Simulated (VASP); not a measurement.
# Ta (Im-3m) in VASP: a series of runs

Aim: see how the results for Ta move with the level of theory and the settings. Levels: PBE, LDA, PBEsol. Tasks: optical spectrum, density of states.

Program: VASP 6.6.1. These are calculated values, not measurements. Logs are shortened: lines on timing, memory, paths and dates and some standing lists are left out, and cuts for length are marked.

## Step 1: The crystal as given

The structure is cubic, space group Im-3m (No. 229). The conventional cell has a = 3.320 Å, b = 3.320 Å, c = 3.320 Å, α = 90.00°, β = 90.00°, γ = 90.00°. Around Ta (site symmetry m-3m) lie 8 Ta at 2.88 Å.

The cell was built by a generator and needn't be a form met in nature.

## Step 2: Optical spectrum, PBE

Input file INCAR:

```
  PREC = Accurate
  ENCUT = 520
  EDIFF = 1E-7
  ISMEAR = 1
  SIGMA = 0.1
  LREAL = F
  LASPH = T
  NELM = 100
  ALGO = Fast
  ISIF = 2
  LWAVE = F
  LCHARG = F
  GGA = PE
  LOPTICS = T
  NEDOS = 2000
  CSHIFT = 0.1
```

Input file KPOINTS:

```
regular mesh
0
Gamma
  14 14 14
```

Input file POSCAR:

```
Ta                                      
1.0
   -1.6600000000      1.6600000000      1.6600000000
    1.6600000000     -1.6600000000      1.6600000000
    1.6600000000      1.6600000000     -1.6600000000
  Ta            
     1
Direct
     0.0000000000000000    0.0000000000000000    0.0000000000000000
```

Potentials or basis: VASP PAW PBE potentials, release 64 (Ta_pv).

Run with:

```sh
cat potpaw_PBE.64/Ta_pv/POTCAR > POTCAR
mpirun -np 1 vasp_std > vasp.out
```

OUTCAR:

```text
PREC = Accurate
   ENCUT = 520
   EDIFF = 1E-7
   ISMEAR = 1
   LREAL = F
   LASPH = T
   NELM = 100
   ISIF = 2
   GGA = PE

 ion  position               nearest neighbor table
   1  0.000  0.000  0.000-

  LATTYP: Found a body centered cubic cell.
 ALAT       =     3.3200000000

  Lattice vectors:

 A1 = (  -1.6600000000,   1.6600000000,   1.6600000000)
 A2 = (   1.6600000000,  -1.6600000000,   1.6600000000)
 A3 = (   1.6600000000,   1.6600000000,  -1.6600000000)

Analysis of symmetry for initial positions (statically):
=====================================================================
 Subroutine PRICEL returns:
 Original cell was already a primitive cell.

 Routine SETGRP: Setting up the symmetry group for a
 body centered cubic supercell.

 Subroutine GETGRP returns: Found 48 space group operations
 (whereof 48 operations were pure point group operations)
 out of a pool of 48 trial point group operations.

The static configuration has the point symmetry O_h .

Analysis of symmetry for dynamics (positions and initial velocities):
=====================================================================
 Subroutine PRICEL returns:
 Original cell was already a primitive cell.

 Routine SETGRP: Setting up the symmetry group for a
 body centered cubic supercell.

 Subroutine GETGRP returns: Found 48 space group operations
 (whereof 48 operations were pure point group operations)
 out of a pool of 48 trial point group operations.

The dynamic configuration has the point symmetry O_h .

 Subroutine INISYM returns: Found 48 space group operations
 (whereof 48 operations are pure point group operations),
 and found     1 'primitive' translations

----------------------------------------------------------------------------------------

                                     Primitive cell

  volume of cell :      18.2972

  direct lattice vectors                    reciprocal lattice vectors
    -1.660000000  1.660000000  1.660000000     0.000000000  0.301204819  0.301204819
     1.660000000 -1.660000000  1.660000000     0.301204819  0.000000000  0.301204819
     1.660000000  1.660000000 -1.660000000     0.301204819  0.301204819  0.000000000

  length of vectors
     2.875204341  2.875204341  2.875204341     0.425967940  0.425967940  0.425967940

  position of ions in fractional coordinates (direct lattice)
     0.000000000  0.000000000  0.000000000

  ion indices of the primitive-cell ions
   primitive index   ion index
                 1           1

----------------------------------------------------------------------------------------

 KPOINTS: regular mesh

Automatic generation of k-mesh.
 Grid dimensions read from file:
 generate k-points for:   14   14   14

 Generating k-lattice:

  Cartesian coordinates                     Fractional coordinates (reciprocal lattice)
     0.000000000  0.021514630  0.021514630     0.071428571  0.000000000  0.000000000
     0.021514630  0.000000000  0.021514630     0.000000000  0.071428571  0.000000000
     0.021514630  0.021514630  0.000000000     0.000000000  0.000000000  0.071428571

  Length of vectors
     0.030426281  0.030426281  0.030426281

  Shift w.r.t. Gamma in fractional coordinates (k-lattice)
     0.000000000  0.000000000  0.000000000

 Subroutine IBZKPT returns following result:
 ===========================================

 Found    104 irreducible k-points:
[... 69 lines left out ...]
  Thomas-Fermi vector in A             =   2.506452
   LORBIT       =      0    0 simple, 1 ext, 2 COOP (PROOUT), +10 PAW based schemes
   GGA     = PE    functional components
   LHFCALC =     F    Hartree Fock is set to
   AEXX    =    0.0000 exact exchange contribution
   IVDW    =     0    specifies the selected vdW correction
   LEPSILON=     F    determine dielectric tensor
   LRPA    =     F    only Hartree local field effects (RPA)
 non-spin polarized calculation
 RMM-DIIS sequential band-by-band and
 Methfessel and Paxton  Order N= 1 SIGMA  =   0.10
  energy-cutoff  :      520.00
  volume of cell :       18.30
 maximum number of plane-waves:       531
 NGX is ok and might be reduce to    24
   NGX = 11   NGY = 11   NGZ = 11

 number of electron      11.0000000 magnetization

 Free energy of the ion-electron system (eV)
  ---------------------------------------------------
  ext. energy  EPLUGINS =         0.00000000
  ---------------------------------------------------
  free energy    TOTEN  =       -11.81944480 eV

  energy without entropy =      -11.81953266  energy(sigma->0) =      -11.81947409

 E-fermi :   5.3486     XC(G=0): -12.5382

 val. band max:        5.3292606790   @ k =  -0.3571   0.4286   0.1429
 cond. band min:       5.3528334428   @ k =   0.3571   0.1429   0.1429
 fundamental gap:      0.0235727638
 Fermi energy:         5.3485942532

 k-point     1 :       0.0000    0.0000    0.0000
  band No.  band energies     occupation
      1     -27.7771      2.00000
      2     -27.7771      2.00000
      3     -27.7771      2.00000
      4      -2.4961      2.00000
      5       6.0924     -0.00000
      6       6.0924     -0.00000
      7       6.0924     -0.00000
      8       9.3102      0.00000
      9       9.3102      0.00000
[... 265 lines left out ...]
 k-point    24 :       0.3571    0.2857    0.0000
  band No.  band energies     occupation
      1     -28.6320      2.00000
      2     -28.4618      2.00000
      3     -27.9165      2.00000
      4       2.8504      2.00000
      5       4.1223      2.00000
      6       4.6521      2.00000
      7       9.5167      0.00000
      8      10.0757      0.00000
      9      14.1212      0.00000

 [... further k-points ...]
[... 5 lines left out ...]
  --------------------------------------------------------------------------------------
  -------------------------------------------------------------------------------------
  Total       -0.0114773     -0.0114773     -0.0114773      0.0000000     -0.0000000      0.0000000
  in kB       -1.0050009     -1.0050009     -1.0050009      0.0000000     -0.0000000      0.0000000
  external PRESSURE =      -1.0050009 kB  Pullay stress =       0.0000000 kB

 VOLUME and BASIS-vectors are now :
 -----------------------------------------------------------------------------
  energy-cutoff  :      520.00
  volume of cell :       18.30
      direct lattice vectors                 reciprocal lattice vectors
    -1.660000000  1.660000000  1.660000000     0.000000000  0.301204819  0.301204819
     1.660000000 -1.660000000  1.660000000     0.301204819  0.000000000  0.301204819
     1.660000000  1.660000000 -1.660000000     0.301204819  0.301204819  0.000000000

 POSITION                                       TOTAL-FORCE (eV/Angst)
 -----------------------------------------------------------------------------------
      0.00000      0.00000      0.00000         0.000000      0.000000      0.000000
 -----------------------------------------------------------------------------------
    total drift:                                0.000000      0.000000     -0.000000

  FREE ENERGIE OF THE ION-ELECTRON SYSTEM (eV)
  ---------------------------------------------------
  free  energy   TOTEN  =       -11.8194448046 eV

  energy  without entropy=      -11.8195326605  energy(sigma->0) =      -11.81947409

 electrical conductivity sigma (Mega S m-1) (frequency dependency in vasprun.xml)
  --------------------------------------------------------------------------------------
       0.092       0.000       0.000
       0.000       0.092       0.000
       0.000       0.000       0.092

  frequency dependent IMAGINARY DIELECTRIC FUNCTION (independent particle, no local field effects) density-density
     E(ev)      X         Y         Z        XY        YZ        ZX
  --------------------------------------------------------------------------------------------------------------
     0.00000     0.00000     0.00000     0.00000     0.00000     0.00000     0.00000
     0.53002     7.71866     7.71866     7.71866     0.00000    -0.00000     0.00000
     1.06005     7.20484     7.20484     7.20484     0.00000    -0.00000     0.00000
     1.59007     4.57214     4.57214     4.57214    -0.00000    -0.00000     0.00000
     2.12009     6.73056     6.73056     6.73056     0.00000    -0.00000     0.00000
     2.65011    14.76743    14.76743    14.76743     0.00000     0.00000     0.00000
[... 92 lines left out ...]
    51.94222     0.00233     0.00233     0.00233    -0.00000    -0.00000     0.00000
    52.47224     0.00217     0.00217     0.00217    -0.00000    -0.00000     0.00000

  frequency dependent      REAL DIELECTRIC FUNCTION (independent particle, no local field effects) density-density
     E(ev)        X           Y           Z          XY          YZ          ZX
  --------------------------------------------------------------------------------------------------------------
     0.00000    22.30842    22.30842    22.30842     0.00000    -0.00000     0.00000
     0.53002    17.52004    17.52004    17.52004     0.00000    -0.00000     0.00000
     1.06005    16.35669    16.35669    16.35669    -0.00000    -0.00000     0.00000
     1.59007    16.45197    16.45197    16.45197     0.00000     0.00000     0.00000
     2.12009    21.07661    21.07661    21.07661     0.00000     0.00000     0.00000
     2.65011     8.79781     8.79781     8.79781    -0.00000    -0.00000    -0.00000
[... 92 lines left out ...]
    51.94222     0.67066     0.67066     0.67066    -0.00000    -0.00000    -0.00000
    52.47224     0.68258     0.68258     0.68258    -0.00000    -0.00000    -0.00000

  frequency dependent IMAGINARY DIELECTRIC FUNCTION (independent particle, no local field effects) current-current
     E(ev)      X         Y         Z        XY        YZ        ZX
  --------------------------------------------------------------------------------------------------------------
     0.00000   160.01530   160.01530   160.01530    -0.00000     0.00000    -0.00000
     0.53002    13.58704    13.58704    13.58704    -0.00000     0.00000    -0.00000
     1.06005     9.97356     9.97356     9.97356     0.00000     0.00000    -0.00000
     1.59007     6.47618     6.47618     6.47618    -0.00000    -0.00000    -0.00000
     2.12009     8.61218     8.61218     8.61218    -0.00000    -0.00000     0.00000
     2.65011    15.30527    15.30527    15.30527    -0.00000    -0.00000     0.00000
[... 92 lines left out ...]
    51.94222     0.00106     0.00106     0.00106    -0.00000     0.00000     0.00000
    52.47224     0.00096     0.00096     0.00096    -0.00000     0.00000     0.00000

  frequency dependent      REAL DIELECTRIC FUNCTION (independent particle, no local field effects) current-current
     E(ev)        X           Y           Z          XY          YZ          ZX
  --------------------------------------------------------------------------------------------------------------
     0.00000    19.34095    19.34095    19.34095    -0.00000    -0.00000    -0.00000
     0.53002    14.44174    14.44174    14.44174    -0.00000    -0.00000    -0.00000
     1.06005    15.01416    15.01416    15.01416     0.00000    -0.00000    -0.00000
     1.59007    15.88569    15.88569    15.88569    -0.00000    -0.00000     0.00000
     2.12009    20.48757    20.48757    20.48757    -0.00000    -0.00000    -0.00000
     2.65011     7.70160     7.70160     7.70160     0.00000     0.00000    -0.00000
[... 92 lines left out ...]
    51.94222     0.67073     0.67073     0.67073    -0.00000     0.00000    -0.00000
    52.47224     0.68265     0.68265     0.68265    -0.00000     0.00000    -0.00000
```

It took 26 s on 1 thread of Intel Xeon Platinum 8488C (Sapphire Rapids), shared host; peak memory 0.16 GiB.

Results:

| Property | Result |
| --- | --- |
| Free energy | -11.8194 eV |
| Pressure | -0.1 GPa |
| Band gap on the k mesh | none (metal or under the smearing width) |

Levels at points of the mesh, in eV from the Fermi level:
```tsv
k point	band 1	band 2	band 3	band 4	band 5	band 6	band 7	band 8	band 9
(0.00, 0.00, 0.00)	-33.13	-33.13	-33.13	-7.84	0.74	0.74	0.74	3.96	3.96
(0.50, 0.00, 0.00)	-34.24	-33.49	-33.13	-4.30	-1.49	1.53	3.83	4.84	7.65
(0.50, 0.50, 0.50)	-33.90	-33.90	-33.90	-3.70	-3.70	6.72	6.72	6.72	8.52
```

Dielectric function (mean over the directions given):
```tsv
energy (eV)	real part	imaginary part
0.32	20.43	3.34
0.95	18.91	6.55
1.67	17.50	4.41
2.31	21.40	16.50
3.02	12.79	16.14
3.66	9.63	14.31
4.37	6.62	11.93
5.01	5.70	22.06
5.72	-9.58	13.41
6.36	-6.78	6.64
7.08	-5.18	3.13
7.71	-2.29	3.88
8.43	-1.47	3.79
9.06	-3.56	3.71
9.78	-3.04	2.04
10.41	-3.78	2.16
11.13	-3.06	1.48
11.77	-2.30	0.49
12.48	-1.85	0.31
13.12	-1.20	0.08
13.83	-0.79	0.05
14.47	-0.53	0.04
15.19	-0.30	0.03
15.82	-0.14	0.02
16.54	0.01	0.02
17.17	0.13	0.02
17.89	0.24	0.01
18.52	0.33	0.01
19.24	0.41	0.01
19.96	0.49	0.01
```

Caveat: independent-particle spectra lack excitons; the intraband (Drude) part of a metal's response may be missing. The run has no spin-orbit coupling, so splittings on Ta are missing.

[end of part 1 of 3]
